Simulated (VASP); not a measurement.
# Ni (P6_3/mmc) in VASP: further runs

The runs below take Ni through single point, with r2SCAN.

Everything below comes from runs of VASP 6.6.1. Logs are shortened: lines on timing, memory, paths and dates and some standing lists are left out, and cuts for length are marked.

**1. The crystal as given**

The structure is hexagonal, space group P6_3/mmc (No. 194). Conventional cell: a = 2.467 Å, b = 2.467 Å, c = 8.033 Å, α = 90.00°, β = 90.00°, γ = 120.00°. Ni (site symmetry -3m) is surrounded by 12 Ni at 2.46 to 2.47 Å. Ni (site symmetry -6m2) is surrounded by 12 Ni at 2.46 to 2.47 Å.

The cell was built by a generator and needn't be a form met in nature.

**2. Single point, r2SCAN, collinear spin, typed start**

File POSCAR:

```
Ni
1.0
    2.4669030544      0.0000000000      0.0000000000
   -1.2334515272      2.1364007138      0.0000000000
    0.0000000000      0.0000000000      8.0325835652
Ni
4
Direct
    0.0000000000      0.0000000000      0.0000000000
    0.0000000000      0.0000000000      0.5000000000
    0.3333333333      0.6666666667      0.7500000000
    0.6666666667      0.3333333333      0.2500000000
```

File INCAR.step1:

```
SYSTEM = Ni
PREC = Accurate ; ENCUT = 520
ISMEAR = 0 ; SIGMA = 0.1
LREAL = .False. ; LASPH = .True.
NELM = 150 ; ISPIN = 2
MAGMOM = 1.01 1.01 0.92 0.92 ; LMAXMIX = 4
NBANDS = 32 ; GGA = PE
ALGO = Normal ; EDIFF = 1E-4
LWAVE = .True. ; LCHARG = .False.
```

File INCAR.step2:

```
SYSTEM = Ni
PREC = Accurate ; ENCUT = 520
EDIFF = 1E-6 ; ISMEAR = 0
SIGMA = 0.1 ; LREAL = .False.
LASPH = .True. ; NELM = 150
ALGO = Normal ; ISIF = 2
LWAVE = .False. ; LCHARG = .False.
ISPIN = 2 ; MAGMOM = 1.01 1.01 0.92 0.92
LORBIT = 11 ; LMAXMIX = 4
METAGGA = R2SCAN ; LMIXTAU = .True.
NBANDS = 32 ; ISTART = 1
```

File KPOINTS:

```
Automatic mesh
0
Gamma
  9 9 2
  0 0 0
```

Potentials or basis: VASP PAW PBE potentials, release 64 (Ni).

Run with:

```bash
cat potpaw_PBE.64/Ni/POTCAR > POTCAR
cp INCAR.step1 INCAR
mpirun -np 1 vasp_std > vasp.out
cp INCAR.step2 INCAR
mpirun -np 1 vasp_std > vasp.out
```

OUTCAR:

```text
SYSTEM = Ni
   PREC = Accurate
   ENCUT = 520
   EDIFF = 1E-6
   ISMEAR = 0
   LREAL = .False.
   LASPH = .True.
   NELM = 150
   ISIF = 2
   ISPIN = 2
   LORBIT = 11
   METAGGA = R2SCAN
   ISTART = 1

 ion  position               nearest neighbor table
   1  0.000  0.000  0.000-   3 2.46   4 2.46   4 2.46   3 2.46   4 2.46   3 2.46
   2  0.000  0.000  0.500-   3 2.46   4 2.46   4 2.46   3 2.46   4 2.46   3 2.46
   3  0.333  0.667  0.750-   1 2.46   2 2.46   1 2.46   2 2.46   1 2.46   2 2.46
   4  0.667  0.333  0.250-   1 2.46   2 2.46   1 2.46   2 2.46   1 2.46   2 2.46

  LATTYP: Found a hexagonal cell.
 ALAT       =     2.4669030544
 C/A-ratio  =     3.2561407514

  Lattice vectors:

 A1 = (   2.4669030544,   0.0000000000,   0.0000000000)
 A2 = (  -1.2334515272,   2.1364007138,   0.0000000000)
 A3 = (   0.0000000000,   0.0000000000,   8.0325835652)

Analysis of symmetry for initial positions (statically):
=====================================================================
 Subroutine PRICEL returns:
 Original cell was already a primitive cell.

 Routine SETGRP: Setting up the symmetry group for a
 hexagonal supercell.

 Subroutine GETGRP returns: Found 24 space group operations
 (whereof 12 operations were pure point group operations)
 out of a pool of 24 trial point group operations.

The static configuration has the point symmetry D_3d.
 The point group associated with its full space group is D_6h.

Analysis of symmetry for dynamics (positions and initial velocities):
=====================================================================
 Subroutine PRICEL returns:
 Original cell was already a primitive cell.

 Routine SETGRP: Setting up the symmetry group for a
 hexagonal supercell.

 Subroutine GETGRP returns: Found 24 space group operations
 (whereof 12 operations were pure point group operations)
 out of a pool of 24 trial point group operations.

The dynamic configuration has the point symmetry D_3d.
 The point group associated with its full space group is D_6h.

Analysis of structural, dynamic, and magnetic symmetry:
=====================================================================
 Subroutine PRICEL returns:
 Original cell was already a primitive cell.

 Routine SETGRP: Setting up the symmetry group for a
 hexagonal supercell.

 Subroutine GETGRP returns: Found 24 space group operations
 (whereof 12 operations were pure point group operations)
 out of a pool of 24 trial point group operations.

The overall configuration has the point symmetry D_3d.
 The point group associated with its full space group is D_6h.

 Subroutine INISYM returns: Found 24 space group operations
 (whereof 12 operations are pure point group operations),
 and found     1 'primitive' translations

----------------------------------------------------------------------------------------

                                     Primitive cell

  volume of cell :      42.3341

  direct lattice vectors                    reciprocal lattice vectors
     2.466903054  0.000000000  0.000000000     0.405366558  0.234038491  0.000000000
    -1.233451527  2.136400714  0.000000000     0.000000000  0.468076983  0.000000000
     0.000000000  0.000000000  8.032583565     0.000000000  0.000000000  0.124492947

  length of vectors
     2.466903054  2.466903054  8.032583565     0.468076983  0.468076983  0.124492947

  position of ions in fractional coordinates (direct lattice)
     0.000000000  0.000000000  0.000000000
     0.000000000  0.000000000  0.500000000
     0.333333333  0.666666667  0.750000000
     0.666666667  0.333333333  0.250000000

  ion indices of the primitive-cell ions
   primitive index   ion index
                 1           1
                 2           2
                 3           3
                 4           4

----------------------------------------------------------------------------------------

 KPOINTS: Automatic mesh

Automatic generation of k-mesh.
 Grid dimensions read from file:
 generate k-points for:    9    9    2

 Generating k-lattice:

  Cartesian coordinates                     Fractional coordinates (reciprocal lattice)
     0.045040729  0.026004277  0.000000000     0.111111111 -0.000000000  0.000000000
     0.000000000  0.052008554  0.000000000     0.000000000  0.111111111  0.000000000
     0.000000000  0.000000000  0.062246473     0.000000000  0.000000000  0.500000000

  Length of vectors
     0.052008554  0.052008554  0.062246473

  Shift w.r.t. Gamma in fractional coordinates (k-lattice)
     0.000000000  0.000000000  0.000000000

 Subroutine IBZKPT returns following result:
 ===========================================

 Found     24 irreducible k-points:

 Following reciprocal coordinates:
            Coordinates               Weight
  0.000000  0.000000  0.000000      1.000000
  0.111111  0.000000  0.000000      6.000000
  0.222222 -0.000000  0.000000      6.000000
  0.333333  0.000000  0.000000      6.000000
  0.444444 -0.000000  0.000000      6.000000
  0.111111  0.111111  0.000000      6.000000
[... 16 lines left out ...]
  0.333333  0.222222  0.500000     12.000000
  0.333333  0.333333  0.500000      2.000000
   k-points           NKPTS =     24   k-points in BZ     NKDIM =     24   number of bands    NBANDS=     32
   number of dos      NEDOS =    301   number of ions     NIONS =      4
   total plane-waves  NPLWV =  19440
   dimension x,y,z NGX =    18 NGY =   18 NGZ =   60
   dimension x,y,z NGXF=    36 NGYF=   36 NGZF=  120
   ions per type =               4
   NGX,Y,Z   is equivalent  to a cutoff of  12.13, 12.13, 12.42 a.u.
   NGXF,Y,Z  is equivalent  to a cutoff of  24.26, 24.26, 24.84 a.u.
 SYSTEM =  Ni
   PREC   = accura    normal or accurate (medium, high low for compatibility)
   ISTART =      1    job   : 0-new  1-cont  2-samecut
   ICHARG =      0    charge: 1-file 2-atom 10-const
   ISPIN  =      2    spin polarized calculation?
   LNONCOLLINEAR =      F non collinear calculations
   LSORBIT =      F    spin-orbit coupling
   LASPH  =      T    aspherical Exc in radial PAW
   ENCUT  =  520.0 eV  38.22 Ry    6.18 a.u.   4.59  4.59 14.94*2*pi/ulx,y,z
   NELM   =    150;   NELMIN=  2; NELMDL=  0     # of ELM steps
   EDIFF  = 0.1E-05   stopping-criterion for ELM
   LREAL  =      F    real-space projection
   EDIFFG = 0.1E-04   stopping-criterion for IOM
   NSW    =      0    number of steps for IOM
   IBRION =     -1    ionic relax: 0-MD 1-quasi-New 2-CG
   NFREE  =      0    steps in history (QN), initial steepest desc. (CG)
   ISIF   =      2    stress and relaxation
   ISYM   =      2    0-nonsym 1-usesym 2-fastsym
   POTIM  = 0.5000    time-step for ionic-motion
   TEBEG  =    0.0;   TEEND  =   0.0 temperature during run
   PSTRESS=    0.0 pullay stress
   NELECT =      40.0000    total number of electrons
   NUPDOWN=      -1.0000    fix difference up-down
   EMIN   =  10.00;   EMAX   =-10.00  energy-range for DOS
   EFERMI =   0.00;   METHOD = LEGACY
   ISMEAR =     0;   SIGMA  =   0.10  broadening in eV -4-tet -1-fermi 0-gaus
   EFERMI_NEDOS =   21; number of points for ismear=-14 and -15
   IALGO  =     38    algorithm
   IMIX   =      4    mixing-type and parameters
     AMIX     =   0.40;   BMIX     =  1.00
     AMIX_MAG =   1.60;   BMIX_MAG =  1.00
  volume/ion in A,a.u.               =      10.58        71.42
  Fermi-wavevector in a.u.,A,eV,Ry     =   1.606441  3.035734 35.111917  2.580653
  Thomas-Fermi vector in A             =   2.702628
   LORBIT       =     11    0 simple, 1 ext, 2 COOP (PROOUT), +10 PAW based schemes
   METAGGA = R2SCAN    functional components
   LHFCALC =     F    Hartree Fock is set to
   AEXX    =    0.0000 exact exchange contribution
   IVDW    =     0    specifies the selected vdW correction
   LEPSILON=     F    determine dielectric tensor
   LRPA    =     F    only Hartree local field effects (RPA)
 spin polarized calculation
 Gauss-broadening in eV      SIGMA  =   0.10
  energy-cutoff  :      520.00
  volume of cell :       42.33
 maximum number of plane-waves:      1156
   NGX =  9   NGY =  9   NGZ = 29

 number of electron      39.9999989 magnetization       3.1546034

 Free energy of the ion-electron system (eV)
  ---------------------------------------------------
  ext. energy  EPLUGINS =         0.00000000
  ---------------------------------------------------
  free energy    TOTEN  =       -47.71420707 eV

  energy without entropy =      -47.69523103  energy(sigma->0) =      -47.70471905

 E-fermi :   9.6641     XC(G=0): -14.5838

 val. band max:        9.6463444498   @ k =   0.3333   0.3333   0.0000
 cond. band min:       9.6769315378   @ k =   0.1111   0.0000   0.0000
 fundamental gap:      0.0305870880
 Fermi energy:         9.6640818584

 spin component 1

 k-point     1 :       0.0000    0.0000    0.0000
  band No.  band energies     occupation
      1       0.0960      1.00000
      2       2.4255      1.00000
      3       2.4674      1.00000
      4       4.2828      1.00000
      5       6.3694      1.00000
      6       6.4673      1.00000
[... 829 lines left out ...]
     31      21.5428      0.00000
     32      21.5428      0.00000
 Fermi energy:         9.6640818584

 spin component 2

 k-point     1 :       0.0000    0.0000    0.0000
  band No.  band energies     occupation
      1      -0.1456      1.00000
      2       2.2389      1.00000
      3       2.3112      1.00000
      4       4.8940      1.00000
      5       7.3081      1.00000
      6       7.5729      1.00000
[... 829 lines left out ...]
     31      21.8277      0.00000
     32      21.8277      0.00000

------------------------ aborting loop because EDIFF is reached ----------------------------------------

  FORCE on cell =-STRESS in cart. coord.  units (eV):
  Direction    XX          YY          ZZ          XY          YZ          ZX
  --------------------------------------------------------------------------------------
  -------------------------------------------------------------------------------------
  Total        0.0194067      0.0194067      0.1012943      0.0000000     -0.0000000      0.0000000
  in kB        0.7344676      0.7344676      3.8335899      0.0000000     -0.0000000      0.0000000
  external PRESSURE =       1.7675084 kB  Pullay stress =       0.0000000 kB

 VOLUME and BASIS-vectors are now :
 -----------------------------------------------------------------------------
  energy-cutoff  :      520.00
  volume of cell :       42.33
      direct lattice vectors                 reciprocal lattice vectors
     2.466903054  0.000000000  0.000000000     0.405366558  0.234038491  0.000000000
    -1.233451527  2.136400714  0.000000000     0.000000000  0.468076983  0.000000000
     0.000000000  0.000000000  8.032583565     0.000000000  0.000000000  0.124492947

 POSITION                                       TOTAL-FORCE (eV/Angst)
 -----------------------------------------------------------------------------------
      0.00000      0.00000      0.00000         0.000000      0.000000     -0.000000
      0.00000      0.00000      4.01629        -0.000000      0.000000     -0.000000
     -0.00000      1.42427      6.02444        -0.000000      0.000000      0.000000
      1.23345      0.71213      2.00815         0.000000      0.000000      0.000000
 -----------------------------------------------------------------------------------
    total drift:                               -0.000000      0.000000      0.000000

  FREE ENERGIE OF THE ION-ELECTRON SYSTEM (eV)
  ---------------------------------------------------
  free  energy   TOTEN  =       -47.7142070686 eV

  energy  without entropy=      -47.6952310261  energy(sigma->0) =      -47.70471905

 total charge

# of ion       s       p       d       tot
------------------------------------------
    1        0.528   0.547   8.311   9.386
    2        0.528   0.547   8.311   9.386
    3        0.528   0.549   8.324   9.401
    4        0.528   0.549   8.324   9.401
--------------------------------------------------
tot          2.114   2.192  33.269  37.575

 magnetization (x)

# of ion       s       p       d       tot
------------------------------------------
    1       -0.005  -0.040   0.874   0.829
    2       -0.005  -0.040   0.874   0.829
    3       -0.008  -0.042   0.835   0.785
    4       -0.008  -0.042   0.835   0.785
--------------------------------------------------
tot         -0.025  -0.164   3.418   3.229
```

It took 4.4 min on 1 thread of Intel Xeon Platinum 8259CL at 2.50GHz (Skylake/Cascade Lake), shared host; peak memory 0.2 GiB.

What came out:

```
Free energy                                           : -47.7142 eV
Pressure                                              : 0.2 GPa
Band gap on the k mesh                                : none (metal or under the smearing width)
Net moment                                            : 3.15 μB per cell
Site moments                                          : Ni +0.83, +0.79 μB
Valence electrons inside the program's atomic spheres : Ni 9.39, 9.40
```

Caveat: the k mesh is coarse (spacing up to 0.39 Å⁻¹), so the values aren't converged; the PAW data sets were made with another functional, which shifts forces and pressure a little.

**3. Single point, r2SCAN, collinear spin, typed start**

This run uses another cell than the first one, of 11.34 Å³/atom, 1.071 times its volume.

File POSCAR:

```
Ni
1.0
    2.5322817327      0.0000000000      0.0000000000
   -1.2661408663      2.1930203101      0.0000000000
    0.0000000000      0.0000000000      8.1671083916
Ni
4
Direct
    0.0000000000      0.0000000000      0.0000000000
    0.0000000000      0.0000000000      0.5000000000
    0.3333333333      0.6666666667      0.7500000000
    0.6666666667      0.3333333333      0.2500000000
```

File INCAR.step1:

```
ALGO = Normal
EDIFF = 1E-4
ENCUT = 520
GGA = PE
ISMEAR = 0
ISPIN = 2
LASPH = T
LCHARG = F
LMAXMIX = 4
LREAL = F
LWAVE = T
MAGMOM = 2 2 2 2
NBANDS = 32
NELM = 150
PREC = Accurate
SIGMA = 0.1
```

File INCAR.step2:

```
ALGO = Normal
EDIFF = 1E-6
ENCUT = 520
ISIF = 2
ISMEAR = 0
ISPIN = 2
ISTART = 1
LASPH = T
LCHARG = F
LMAXMIX = 4
LMIXTAU = T
LORBIT = 11
LREAL = F
LWAVE = F
MAGMOM = 2 2 2 2
METAGGA = R2SCAN
NBANDS = 32
NELM = 150
PREC = Accurate
SIGMA = 0.1
```

File KPOINTS:

```
k-points
0
Gamma
  9 9 2
```

Potentials or basis: VASP PAW PBE potentials, release 64 (Ni).

Run with:

```bash
cat potpaw_PBE.64/Ni/POTCAR > POTCAR
cp INCAR.step1 INCAR
mpirun -np 1 vasp_std > vasp.out
cp INCAR.step2 INCAR
mpirun -np 1 vasp_std > vasp.out
```

Wall time 5.8 min (1 thread of Intel Xeon Platinum 8259CL at 2.50GHz (Skylake/Cascade Lake), shared host); peak memory 0.23 GiB.

It converged, with:

* Free energy: -47.5949 eV
* Pressure: -11.7 GPa
* Band gap on the k mesh: none (metal or under the smearing width)
* Net moment: 3.21 μB per cell
* Site moments: Ni +0.87, +0.79 μB
* Valence electrons inside the program's atomic spheres: Ni 9.26, 9.29

Stress tensor (GPa, compression positive):
```
-12.57   0.00   0.00
  0.00 -12.57   0.00
  0.00   0.00  -9.87
```

Levels at points of the mesh, in eV from the Fermi level:
Spin up:
```tsv
k point	band 19	band 20	band 21	band 22	band 23	band 24	band 25	band 26
(0.00, 0.00, 0.00)	-1.55	-1.49	-1.49	-1.12	-1.12	-0.15	5.59	14.76
(0.00, 0.00, 0.50)	-1.76	-1.76	-1.26	-1.26	-1.26	-1.26	8.87	8.87
```
Spin down:
| k point | band 16 | band 17 | band 18 | band 19 | band 20 | band 21 |
| --- | --- | --- | --- | --- | --- | --- |
| (0.00, 0.00, 0.00) | -0.90 | -0.90 | -0.55 | -0.55 | -0.38 | 0.03 |
| (0.00, 0.00, 0.50) | -1.31 | -0.71 | -0.71 | -0.71 | -0.71 | 0.23 |

Caveat: the k mesh is coarse (spacing up to 0.38 Å⁻¹), so the values aren't converged; the PAW data sets were made with another functional, which shifts forces and pressure a little.
